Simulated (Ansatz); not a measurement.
AlN:

```
Al N
1.0
     3.11300    0.00000    0.00000
    -1.55650    2.69594    0.00000
     0.00000    0.00000    4.98100
Al N
2 2
Cartesian
  1.5565 0.8986 2.4905
  0.0000 1.7973 0.0000
  1.5565 0.8986 4.3833
  0.0000 1.7973 1.8928
```

Program: Ansatz 0.2.0. Alike in all runs: potentials or basis Ansatz PAW; no spin polarisation; cell as given.

**Question.** Order these runs on this cell by their band gap on the k mesh, lowest first.
A. level B3LYP; k mesh 5 × 5 × 3; cutoff (eV) 420; smearing fermi-dirac 0.05 eV; points for each segment of the path 4; mesh quality coarse
B. level HF; k mesh 6 × 6 × 3; cutoff (eV) 420; smearing fermi-dirac 0.05 eV; points for each segment of the path 4; mesh quality coarse
C. level HSE06; k mesh 6 × 6 × 3; cutoff (eV) 420; smearing fermi-dirac 0.05 eV; points for each segment of the path 4; mesh quality coarse
D. level r2SCAN50; k mesh 5 × 5 × 3; cutoff (eV) 500; smearing fermi-dirac 0.05 eV; points for each segment of the path 4; mesh quality coarse
E. level PBEsol; k mesh 10 × 10 × 6; cutoff (eV) 420; smearing gaussian 0.1 eV; mesh quality not flagged

**Answer.** E (4.13 eV), C (5.58 eV), A (6.20 eV), D (8.65 eV), B (13.54 eV).

Caveats: some runs use coarse meshes.

A k mesh can miss the band edges.

Not every run made on this cell is shown here.
